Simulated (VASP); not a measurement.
Set up this calculation in VASP 6.6.1, as the native input.

| Item | Value |
| --- | --- |
| Task | relaxation of cell and atoms |
| Functional | vdW-DF-cx |
| Potentials or basis | VASP PAW PBE potentials, release 64 (Ag) |
| Cutoff | 600 eV |
| k mesh | 11 × 11 × 11 |
| Occupations | fermi-dirac, width 0.05 eV |
| Spin | no spin polarisation |
| Further INCAR settings | ALGO = Fast; EDIFF = 1e-06; IBRION = 2; EDIFFG = -0.02; NSW = 40; ISIF = 3 |

The structure of Ag lies in POSCAR:

```
Ag
1.0
    0.0000000000      2.0427500000      2.0427500000
    2.0427500000      0.0000000000      2.0427500000
    2.0427500000      2.0427500000      0.0000000000
Ag
1
Direct
    0.0000000000      0.0000000000      0.0000000000
```

These files were run (other wordings do the same):

INCAR

```
SYSTEM = Ag
PREC = Accurate ; ENCUT = 600
EDIFF = 1E-6 ; ISMEAR = -1
SIGMA = 0.05 ; LREAL = .FALSE.
LASPH = .TRUE. ; NELM = 60
ALGO = Fast ; ISIF = 3
LWAVE = .FALSE. ; LCHARG = .FALSE.
GGA = CX ; LUSE_VDW = .TRUE.
AGGAC = 0.0 ; IBRION = 2
NSW = 40 ; EDIFFG = -0.02
```

KPOINTS

```
regular mesh
0
G
  11 11 11
  0 0 0
```

Potentials or basis: VASP PAW PBE potentials, release 64 (Ag).

Run with:

```bash
$ cat potpaw_PBE.64/Ag/POTCAR > POTCAR
$ mpirun -np 1 vasp_std > vasp.out
```

It gave:

| Property | Result |
| --- | --- |
| Relaxed volume | 16.68 Å³/atom |
| Relaxed cell | a = 2.868 Å, b = 2.868 Å, c = 2.868 Å, α = 60.00°, β = 60.00°, γ = 60.00° |
| Space group after relaxing (to 0.05 Å) | Fm-3m (No. 225) |
| Energy gained by relaxing | 2.7 meV/atom |
| Ionic steps | 3 |
| Pressure after relaxing | 0.1 GPa |
| Band gap on the k mesh | none (metal or under the smearing width) |

Caveat: the PAW data sets were made with another functional, which shifts forces and pressure a little.

Run time: 36 s on 1 thread of AMD EPYC 9R45 96-Core Processor (Zen 5), with other jobs on the host, peak memory 0.25 GiB.
